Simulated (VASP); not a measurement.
# C (P6_3/mmc) in VASP: a series of runs

One crystal, C, is run at these levels: rev-vdW-DF2, PBE+D3(BJ); tasks: relaxation of cell and atoms.

Program: VASP 6.6.1. These are calculated values, not measurements. Logs are shortened: lines on timing, memory, paths and dates and some standing lists are left out, and cuts for length are marked.

## 1. Starting point

Symmetry: P6_3/mmc, No. 194, hexagonal system. Conventional cell: a = 2.467 Å, b = 2.467 Å, c = 7.803 Å, α = 90.00°, β = 90.00°, γ = 120.00°. C (site symmetry -6m2) is surrounded by 3 C at 1.42 Å. C (site symmetry -6m2) is surrounded by 3 C at 1.42 Å.

## 2. Relaxation of cell and atoms, rev-vdW-DF2

File INCAR:

```
PREC = Accurate
ENCUT = 600
EDIFF = 1E-6
ISMEAR = 0
SIGMA = 0.03
LREAL = False
LASPH = True
NELM = 80
ALGO = Normal
ISIF = 3
LWAVE = False
LCHARG = False
GGA = MK
LUSE_VDW = True
AGGAC = 0.0
PARAM1 = 0.1234
PARAM2 = 0.711357
ZAB_VDW = -1.8867
IBRION = 2
NSW = 90
EDIFFG = -0.01
KPAR = 2
```

File KPOINTS:

```
regular mesh
0
Gamma
  12 12 4
```

File POSCAR:

```
C
1.0
    2.4672912616      0.0000000000      0.0000000000
   -1.2336456308      2.1367369111      0.0000000000
    0.0000000000      0.0000000000      7.8030730000
C
4
Direct
    0.0000000000      0.0000000000      0.2500000000
    0.0000000000      0.0000000000      0.7500000000
    0.3333333300      0.6666666700      0.2500000000
    0.6666666700      0.3333333300      0.7500000000
```

Potentials or basis: VASP PAW PBE potentials, release 64 (C).

The run is started by

```console
$ cat potpaw_PBE.64/C/POTCAR > POTCAR
$ mpirun -np 2 vasp_std > vasp.out
```

OUTCAR:

```text
PREC = Accurate
   ENCUT = 600
   EDIFF = 1E-6
   ISMEAR = 0
   LREAL = False
   LASPH = True
   NELM = 80
   ISIF = 3
   GGA = MK
   IBRION = 2
   NSW = 90
   EDIFFG = -0.01

 ion  position               nearest neighbor table
   1  0.000  0.000  0.250-   3 1.42   3 1.42   3 1.42
   2  0.000  0.000  0.750-   4 1.42   4 1.42   4 1.42
   3  0.333  0.667  0.250-   1 1.42   1 1.42   1 1.42
   4  0.667  0.333  0.750-   2 1.42   2 1.42   2 1.42

  LATTYP: Found a hexagonal cell.
 ALAT       =     2.4672912616
 C/A-ratio  =     3.1626071561

  Lattice vectors:

 A1 = (   2.4672912616,   0.0000000000,   0.0000000000)
 A2 = (  -1.2336456308,   2.1367369111,   0.0000000000)
 A3 = (   0.0000000000,   0.0000000000,   7.8030730000)

Analysis of symmetry for initial positions (statically):
=====================================================================
 Subroutine PRICEL returns:
 Original cell was already a primitive cell.

 Routine SETGRP: Setting up the symmetry group for a
 hexagonal supercell.

 Subroutine GETGRP returns: Found 24 space group operations
 (whereof 12 operations were pure point group operations)
 out of a pool of 24 trial point group operations.

The static configuration has the point symmetry D_3d.
 The point group associated with its full space group is D_6h.

Analysis of symmetry for dynamics (positions and initial velocities):
=====================================================================
 Subroutine PRICEL returns:
 Original cell was already a primitive cell.

 Routine SETGRP: Setting up the symmetry group for a
 hexagonal supercell.

 Subroutine GETGRP returns: Found 24 space group operations
 (whereof 12 operations were pure point group operations)
 out of a pool of 24 trial point group operations.

The dynamic configuration has the point symmetry D_3d.
 The point group associated with its full space group is D_6h.

 Subroutine INISYM returns: Found 24 space group operations
 (whereof 12 operations are pure point group operations),
 and found     1 'primitive' translations

----------------------------------------------------------------------------------------

                                     Primitive cell

  volume of cell :      41.1374

  direct lattice vectors                    reciprocal lattice vectors
     2.467291262  0.000000000  0.000000000     0.405302777  0.234001667  0.000000000
    -1.233645631  2.136736911  0.000000000     0.000000000  0.468003335  0.000000000
     0.000000000  0.000000000  7.803073000     0.000000000  0.000000000  0.128154639

  length of vectors
     2.467291262  2.467291262  7.803073000     0.468003335  0.468003335  0.128154639

  position of ions in fractional coordinates (direct lattice)
     0.000000000  0.000000000  0.250000000
     0.000000000  0.000000000  0.750000000
     0.333333330  0.666666670  0.250000000
     0.666666670  0.333333330  0.750000000

  ion indices of the primitive-cell ions
   primitive index   ion index
                 1           1
                 2           2
                 3           3
                 4           4

----------------------------------------------------------------------------------------

 KPOINTS: regular mesh

Automatic generation of k-mesh.
 Grid dimensions read from file:
 generate k-points for:   12   12    4

 Generating k-lattice:

  Cartesian coordinates                     Fractional coordinates (reciprocal lattice)
     0.033775231  0.019500139  0.000000000     0.083333333  0.000000000  0.000000000
     0.000000000  0.039000278  0.000000000     0.000000000  0.083333333  0.000000000
     0.000000000  0.000000000  0.032038660     0.000000000  0.000000000  0.250000000

  Length of vectors
     0.039000278  0.039000278  0.032038660

  Shift w.r.t. Gamma in fractional coordinates (k-lattice)
     0.000000000  0.000000000  0.000000000

 Subroutine IBZKPT returns following result:
 ===========================================

 Found     57 irreducible k-points:

 Following reciprocal coordinates:
            Coordinates               Weight
[... 38 lines left out ...]
   IVDW_NL    =     1    kernel type
   BPARAM     = 6.3000
   IVDW    =     0    specifies the selected vdW correction
   LEPSILON=     F    determine dielectric tensor
   LRPA    =     F    only Hartree local field effects (RPA)
 conjugate gradient relaxation of ions
 non-spin polarized calculation
 Gauss-broadening in eV      SIGMA  =   0.03
  energy-cutoff  :      600.00
  volume of cell :       41.14
 maximum number of plane-waves:      1407
 NGX is ok and might be reduce to    20
   NGX =  9   NGY =  9   NGZ = 31

--------------------------------------- Ionic step        1  -------------------------------------------

 number of electron      16.0000001 magnetization

 Free energy of the ion-electron system (eV)
  ---------------------------------------------------
  ext. energy  EPLUGINS =         0.00000000
  ---------------------------------------------------
  free energy    TOTEN  =       -33.09237894 eV

  energy without entropy =      -33.09179345  energy(sigma->0) =      -33.09208620

------------------------ aborting loop because EDIFF is reached ----------------------------------------

  FORCE on cell =-STRESS in cart. coord.  units (eV):
  Direction    XX          YY          ZZ          XY          YZ          ZX
  --------------------------------------------------------------------------------------
  -------------------------------------------------------------------------------------
  Total       -0.2176013     -0.2176013     -0.6627543      0.0000000      0.0000000      0.0000000
  in kB       -8.4749082     -8.4749082    -25.8122560      0.0000000      0.0000000      0.0000000
  external PRESSURE =     -14.2540242 kB  Pullay stress =       0.0000000 kB
[... 828 lines left out ...]
 k-point    24 :       0.3333    0.0000    0.2500
  band No.  band energies     occupation
      1     -13.1215      2.00000
      2     -13.0362      2.00000
      3      -5.7996      2.00000
      4      -5.7581      2.00000
      5      -1.9789      2.00000
      6      -1.9647      2.00000
      7      -1.1957      2.00000
      8      -0.4466      2.00000
      9       8.6085      0.00000
     10       8.9958      0.00000
     11      10.8701      0.00000
     12      11.6894      0.00000

 [... further k-points ...]

[... ionic steps 4 to 12 ...]

--------------------------------------- Ionic step       13  -------------------------------------------

 number of electron      16.0000000 magnetization

------------------------ aborting loop because EDIFF is reached ----------------------------------------

  FORCE on cell =-STRESS in cart. coord.  units (eV):
  Direction    XX          YY          ZZ          XY          YZ          ZX
  --------------------------------------------------------------------------------------
  -------------------------------------------------------------------------------------
  Total        0.0018508      0.0018508      0.0463662      0.0000000     -0.0000000      0.0000000
  in kB        0.0861039      0.0861039      2.1570525      0.0000000     -0.0000000      0.0000000
  external PRESSURE =       0.7764201 kB  Pullay stress =       0.0000000 kB
[... 65 lines left out ...]
Total vdW correction in eV:      2.0935239

--------------------------------------- Ionic step       15  -------------------------------------------

 number of electron      16.0000000 magnetization

 Free energy of the ion-electron system (eV)
  ---------------------------------------------------
  ext. energy  EPLUGINS =         0.00000000
  ---------------------------------------------------
  free energy    TOTEN  =       -33.17369140 eV

  energy without entropy =      -33.17321174  energy(sigma->0) =      -33.17345157

 E-fermi :   4.7872     XC(G=0): -10.6929

 val. band max:        4.7868063594   @ k =   0.3333   0.3333   0.5000
 cond. band min:       4.7872784139   @ k =   0.3333   0.3333   0.2500
 fundamental gap:      0.0004720545
 Fermi energy:         4.7871948465

 k-point     1 :       0.0000    0.0000    0.0000
  band No.  band energies     occupation
      1     -14.8087      2.00000
      2     -14.4353      2.00000
      3      -3.8751      2.00000
      4      -1.5831      2.00000
      5       1.7428      2.00000
      6       1.7428      2.00000
      7       1.7665      2.00000
      8       1.7665      2.00000
      9       9.0037      0.00000
     10      13.1536      0.00000
     11      13.1536      0.00000
     12      13.2194      0.00000
[... 376 lines left out ...]
  FREE ENERGIE OF THE ION-ELECTRON SYSTEM (eV)
  ---------------------------------------------------
  free  energy   TOTEN  =       -33.1736913953 eV

  energy  without entropy=      -33.1732117370  energy(sigma->0) =      -33.17345157

Total vdW correction in eV:      2.0940048

 reached required accuracy - stopping structural energy minimisation
```

It took 5.7 min on 2 MPI ranks of Intel Xeon Platinum 8559C (Emerald Rapids), shared host; peak memory 0.33 GiB.

What came out:

```
Free energy                            : -33.1737 eV
Relaxed volume                         : 8.61 Å³/atom
Relaxed cell                           : a = 2.464 Å, b = 2.464 Å, c = 6.551 Å, α = 90.00°, β = 90.00°, γ = 120.00°
Space group after relaxing (to 0.05 Å) : P6_3/mmc (No. 194)
Energy gained by relaxing              : 20.3 meV/atom
Ionic steps                            : 15
Pressure after relaxing                : 0.1 GPa
Band gap on the k mesh                 : none (metal or under the smearing width)
```

Step by step:
```tsv
step	energy change (eV)	largest force (eV/Å)	pressure (GPa)	volume (Å³)
1	0.0000	0.0000	-1.43	41.14
2	-0.0046	0.0000	0.41	40.59
3	-0.0057	0.0000	1.82	40.20
4	-0.0070	0.0000	1.82	40.12
5	-0.0108	0.0000	1.84	39.89
6	-0.0185	0.0000	1.88	39.42
7	-0.0337	0.0000	2.05	38.48
8	-0.0608	0.0000	2.44	36.61
9	-0.0672	0.0000	4.25	32.87
10	-0.0761	0.0000	3.04	34.86
11	-0.0772	0.0000	3.35	34.19
12	-0.0751	0.0000	-3.87	34.75
13	-0.0813	0.0000	0.08	34.44
14	-0.0813	0.0000	0.14	34.43
15	-0.0813	0.0000	0.11	34.45
```

Final structure:
```
CELL_PARAMETERS angstrom
2.46414 0.00000 0.00000
-1.23207 2.13401 0.00000
0.00000 0.00000 6.55066
ATOMIC_POSITIONS crystal
C 0.00000 0.00000 0.25000
C 0.00000 0.00000 0.75000
C 0.33333 0.66667 0.25000
C 0.66667 0.33333 0.75000
```

Caveat: the volume moved by over 15 % at a fixed basis, so the end points are rough; the PAW data sets were made with another functional, which shifts forces and pressure a little.

## 3. Relaxation of cell and atoms, rev-vdW-DF2

This run uses another cell than the first one, of 8.61 Å³/atom, 0.837 times its volume.

Changes to INCAR since step 2:

```diff
@@ -2,3 +2,3 @@
 ENCUT = 600
-EDIFF = 1E-6
+EDIFF = 1E-7
 ISMEAR = 0
@@ -20,3 +20,3 @@
 NSW = 90
-EDIFFG = -0.01
+EDIFFG = -0.005
 KPAR = 2
```

KPOINTS is that of step 2.

File POSCAR:

```
C                                       
1.0
    2.4641438859      0.0000000000      0.0000000000
   -1.2320719429      2.1340112038     -0.0000000000
    0.0000000000      0.0000000000      6.5506602742
  C             
     4
Direct
     0.0000000000000000    0.0000000000000000    0.2500000000000000
     0.0000000000000000    0.0000000000000000    0.7500000000000000
     0.3333333300000021    0.6666666699999979    0.2500000000000000
     0.6666666699999979    0.3333333300000021    0.7500000000000000
```

Potentials or basis: VASP PAW PBE potentials, release 64 (C).

The run is started by

```console
$ cat potpaw_PBE.64/C/POTCAR > POTCAR
$ mpirun -np 2 vasp_std > vasp.out
```

Run time: 96 s. Hardware: 2 MPI ranks of Intel Xeon Platinum 8559C (Emerald Rapids), shared host; peak memory 0.3 GiB.

The run converged. Its results:

| Quantity | Value |
| --- | --- |
| Free energy | -33.1600 eV |
| Relaxed volume | 8.63 Å³/atom |
| Relaxed cell | a = 2.465 Å, b = 2.465 Å, c = 6.560 Å, α = 90.00°, β = 90.00°, γ = 120.00° |
| Space group after relaxing (to 0.05 Å) | P6_3/mmc (No. 194) |
| Energy gained by relaxing | 0.0 meV/atom |
| Ionic steps | 6 |
| Pressure after relaxing | 0.0 GPa |
| Band gap on the k mesh | none (metal or under the smearing width) |

Stress tensor (GPa, compression positive):
```
-0.01  0.00  0.00
 0.00 -0.01  0.00
 0.00  0.00  0.07
```

Final structure:
```cif
data_structure
_symmetry_space_group_name_H-M 'P 1'
_symmetry_Int_Tables_number 1
_cell_length_a 2.4647
_cell_length_b 2.4647
_cell_length_c 6.5603
_cell_angle_alpha 90.000
_cell_angle_beta 90.000
_cell_angle_gamma 120.000
_cell_volume 34.51
loop_
_atom_site_label
_atom_site_type_symbol
_atom_site_fract_x
_atom_site_fract_y
_atom_site_fract_z
_atom_site_occupancy
C1 C 0.00000 0.00000 0.25000 1
C2 C 0.00000 0.00000 0.75000 1
C3 C 0.33333 0.66667 0.25000 1
C4 C 0.66667 0.33333 0.75000 1
```

Levels at points of the mesh, in eV from the Fermi level:
```
           k point  band 4  band 5  band 6  band 7  band 8  band 9  band 10  band 11  band 12
(0.00, 0.00, 0.00)   -6.37   -3.05   -3.05   -3.02   -3.02    4.20     8.36     8.36     8.43
(0.50, 0.00, 0.00)  -13.09   -6.42   -6.35   -2.83   -2.04    1.51     2.27     7.26     7.74
(0.00, 0.00, 0.50)   -7.63   -3.03   -3.03   -3.03   -3.03    7.06     7.06     8.39     8.39
(0.50, 0.00, 0.50)  -13.16   -6.39   -6.39   -2.35   -2.35    1.63     1.63     7.49     7.49
```

Caveat: the PAW data sets were made with another functional, which shifts forces and pressure a little.

## 4. Relaxation of cell and atoms, PBE+D3(BJ)

File INCAR:

```
SYSTEM = C
ALGO     = Normal         ! electronic algorithm
EDIFF    = 1E-6           ! SCF threshold, eV
EDIFFG   = -0.01          ! ionic threshold
ENCUT    = 600            ! plane-wave cutoff, eV
GGA      = PE             ! functional
IBRION   = 2              ! ionic algorithm
ISIF     = 3              ! what is computed and relaxed
ISMEAR   = 0              ! smearing method
IVDW     = 12             ! dispersion correction
KPAR     = 2            
LASPH    = .True.         ! aspherical terms in the spheres
LCHARG   = .False.        ! write CHGCAR
LREAL    = .False.        ! projectors in reciprocal space
LWAVE    = .False.        ! write WAVECAR
NELM     = 80             ! most SCF steps
NSW      = 90             ! ionic steps
PREC     = Accurate       ! precision mode
SIGMA    = 0.03           ! smearing width, eV
```

File KPOINTS:

```
k-points
0
Gamma
  12 12 4
  0 0 0
```

File POSCAR:

```
C
1.0
    2.4672912616      0.0000000000      0.0000000000
   -1.2336456308      2.1367369111      0.0000000000
    0.0000000000      0.0000000000      7.8030730000
C
4
Direct
    0.0000000000      0.0000000000      0.2500000000
    0.0000000000      0.0000000000      0.7500000000
    0.3333333300      0.6666666700      0.2500000000
    0.6666666700      0.3333333300      0.7500000000
```

The run is started by

```console
$ cat potpaw_PBE.64/C/POTCAR > POTCAR
$ mpirun -np 2 vasp_std > vasp.out
```

It took 42 s on 2 MPI ranks of Intel Xeon 6975P-C (Granite Rapids), shared host; peak memory 0.18 GiB.

Results (log left out):

| Property | Result |
| --- | --- |
| Free energy | -37.4849 eV |
| Relaxed volume | 8.80 Å³/atom |
| Relaxed cell | a = 2.465 Å, b = 2.465 Å, c = 6.691 Å, α = 90.00°, β = 90.00°, γ = 120.00° |
| Space group after relaxing (to 0.05 Å) | P6_3/mmc (No. 194) |
| Energy gained by relaxing | 15.3 meV/atom |
| Ionic steps | 12 |
| Pressure after relaxing | 0.1 GPa |
| Band gap on the k mesh | none (metal or under the smearing width) |
| Dispersion energy per atom | -0.157 eV |

Stress tensor (GPa, compression positive):
```
 0.16  0.00  0.00
 0.00  0.16  0.00
 0.00  0.00 -0.10
```

Step by step:
| step | energy change (eV) | largest force (eV/Å) | pressure (GPa) | volume (Å³) |
| --- | --- | --- | --- | --- |
| 1 | 0.0000 | 0.0000 | -1.12 | 41.14 |
| 2 | -0.0034 | 0.0000 | 0.24 | 40.71 |
| 3 | -0.0048 | 0.0000 | 1.67 | 40.28 |
| 4 | -0.0057 | 0.0000 | 1.68 | 40.23 |
| 5 | -0.0082 | 0.0000 | 1.53 | 40.06 |
| 6 | -0.0133 | 0.0000 | 1.47 | 39.73 |
| 7 | -0.0233 | 0.0000 | 1.18 | 39.07 |
| 8 | -0.0417 | 0.0000 | 0.79 | 37.74 |
| 9 | -0.0612 | 0.0000 | 0.17 | 35.08 |
| 10 | -0.0612 | 0.0000 | 0.18 | 35.18 |
| 11 | -0.0612 | 0.0000 | -0.27 | 35.27 |
| 12 | -0.0612 | 0.0000 | 0.07 | 35.20 |

Final structure:
```yaml
crystal:
  lattice:
    - [2.46485, 0.00000, 0.00000]
    - [-1.23243, 2.13462, 0.00000]
    - [0.00000, 0.00000, 6.69061]
  atoms:
    - { symbol: C, position: [0.00000, 0.00000, 0.25000] }
    - { symbol: C, position: [0.00000, 0.00000, 0.75000] }
    - { symbol: C, position: [0.33333, 0.66667, 0.25000] }
    - { symbol: C, position: [0.66667, 0.33333, 0.75000] }
```

Levels at points of the mesh, in eV from the Fermi level:
| k point | band 6 | band 7 | band 8 | band 9 | band 10 | band 11 |
| --- | --- | --- | --- | --- | --- | --- |
| (0.00, 0.00, 0.00) | -3.01 | -2.99 | -2.99 | 4.32 | 8.33 | 8.33 |
| (0.50, 0.00, 0.00) | -6.36 | -2.77 | -2.07 | 1.52 | 2.20 | 7.21 |
| (0.00, 0.00, 0.50) | -3.00 | -3.00 | -3.00 | 6.98 | 6.98 | 8.36 |
| (0.50, 0.00, 0.50) | -6.38 | -2.35 | -2.35 | 1.66 | 1.66 | 7.41 |

## 5. Relaxation of cell and atoms, PBE+D3(BJ)

This run uses another cell than the first one, of 8.80 Å³/atom, 0.856 times its volume.

Changes to INCAR since step 4:

```diff
@@ -2,4 +2,4 @@
 ALGO     = Normal         ! electronic algorithm
-EDIFF    = 1E-6           ! SCF threshold, eV
-EDIFFG   = -0.01          ! ionic threshold
+EDIFF    = 1E-7           ! SCF threshold, eV
+EDIFFG   = -0.005         ! ionic threshold
 ENCUT    = 600            ! plane-wave cutoff, eV
```

KPOINTS is that of step 4.

File POSCAR:

```
C                                       
1.0
    2.4648513487     -0.0000000000      0.0000000000
   -1.2324256744      2.1346238846      0.0000000000
   -0.0000000000     -0.0000000000      6.6906082660
  C             
     4
Direct
     0.0000000000000000    0.0000000000000000    0.2500000000000000
     0.0000000000000000    0.0000000000000000    0.7500000000000000
     0.3333333300000021    0.6666666699999979    0.2500000000000000
     0.6666666699999979    0.3333333300000021    0.7500000000000000
```

The run is started by

```console
$ cat potpaw_PBE.64/C/POTCAR > POTCAR
$ mpirun -np 2 vasp_std > vasp.out
```

It took 18 s on 2 MPI ranks of Intel Xeon 6975P-C (Granite Rapids), shared host; peak memory 0.16 GiB.

The run converged. Its results:

* Free energy: -37.4721 eV
* Relaxed volume: 8.79 Å³/atom
* Relaxed cell: a = 2.465 Å, b = 2.465 Å, c = 6.682 Å, α = 90.00°, β = 90.00°, γ = 120.00°
* Space group after relaxing (to 0.05 Å): P6_3/mmc (No. 194)
* Energy gained by relaxing: 0.0 meV/atom
* Ionic steps: 6
* Pressure after relaxing: 0.0 GPa
* Band gap on the k mesh: none (metal or under the smearing width)
* Dispersion energy per atom: -0.157 eV

Stress tensor (GPa, compression positive):
```
-0.01  0.00  0.00
 0.00 -0.01  0.00
 0.00  0.00 -0.09
```

Final structure:
```
C
1.0
     2.46539    0.00000    0.00000
    -1.23270    2.13509    0.00000
     0.00000    0.00000    6.68159
C
4
Direct
  0.00000 0.00000 0.25000
  0.00000 0.00000 0.75000
  0.33333 0.66667 0.25000
  0.66667 0.33333 0.75000
```

Levels at points of the mesh, in eV from the Fermi level:
```tsv
k point	band 5	band 6	band 7	band 8	band 9	band 10	band 11	band 12
(0.00, 0.00, 0.00)	-3.01	-3.01	-2.99	-2.99	4.33	8.32	8.33	8.38
(0.50, 0.00, 0.00)	-6.41	-6.35	-2.77	-2.07	1.52	2.20	7.20	7.61
(0.00, 0.00, 0.50)	-3.00	-3.00	-3.00	-3.00	7.00	7.00	8.35	8.35
(0.50, 0.00, 0.50)	-6.38	-6.38	-2.35	-2.35	1.66	1.66	7.40	7.40
```
